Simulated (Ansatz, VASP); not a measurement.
**SnSe in VASP and in Ansatz**

The input INCAR:

```
ALGO = Fast
EDIFF = 1E-6
ENCUT = 520
GGA = PE
ISIF = 2
ISMEAR = 0
IVDW = 12
LASPH = T
LCHARG = F
LREAL = F
LWAVE = F
NBANDS = 17
NELM = 60
PREC = Accurate
SIGMA = 0.05
```

File KPOINTS:

```
k-points
0
Gamma
  6 6 6
```

Contents of POSCAR:

```
SnSe
1.0
    3.6075516300      0.0000000000      0.0000000000
    0.0000000000      3.6075516300      0.0000000000
    0.0000000000      0.0000000000      3.6075516300
Se Sn
1 1
Direct
    0.0000000000      0.0000000000      0.0000000000
    0.5000000000      0.5000000000      0.5000000000
```

Input for Ansatz:

```yaml
crystal:
  lattice:
    - [3.60755163, 0.0, 0.0]
    - [0.0, 3.60755163, 0.0]
    - [0.0, 0.0, 3.60755163]
  atoms:
    - { symbol: Se, position: [0.0, 0.0, 0.0] }
    - { symbol: Sn, position: [0.5, 0.5, 0.5] }
basis:
  ecutwfc: 420
  ecutrho_ratio: 4
kpoints:
  mp_grid: { grid: [6, 6, 6] }
hamiltonian:
  xc: pbe
  dispersion: d3bj
scf:
  occupations: { method: gaussian, width: 0.05 }
output:
  forces: true
  stress: true
  eigenvalues: true
```

The cell was built by a generator and needn't be a form met in nature.

Alike in both runs: task single point; functional PBE; dispersion D3(BJ); k mesh 6 × 6 × 6; occupations gaussian, width 0.05 eV; no spin polarisation.

|  | VASP | Ansatz |
| --- | --- | --- |
| version | VASP 6.6.1 | Ansatz 0.2.0 |
| potentials or method | VASP PAW PBE potentials, release 64 (Se, Sn_d) | scalar-relativistic, plane waves, PAW |
| plane-wave cutoff (eV) | 520 | 420 |
| valence electrons in the cell | 20 | 30 |

|  | VASP | Ansatz | Ansatz less VASP |
| --- | --- | --- | --- |
| gap on the k mesh at the Fermi level (eV) | none | none | - |
| pressure (GPa) | 1.2 | 1.2 | -0.02 |

A gap of «none» marks a metal or a gap that the smearing closes. With one functional, cell and mesh, what is left measures potentials, basis and numerics. The two sets of potentials don't hold the same shells in valence.

Caveats: pairwise dispersion overbinds metals, which lowers pressure and volume.
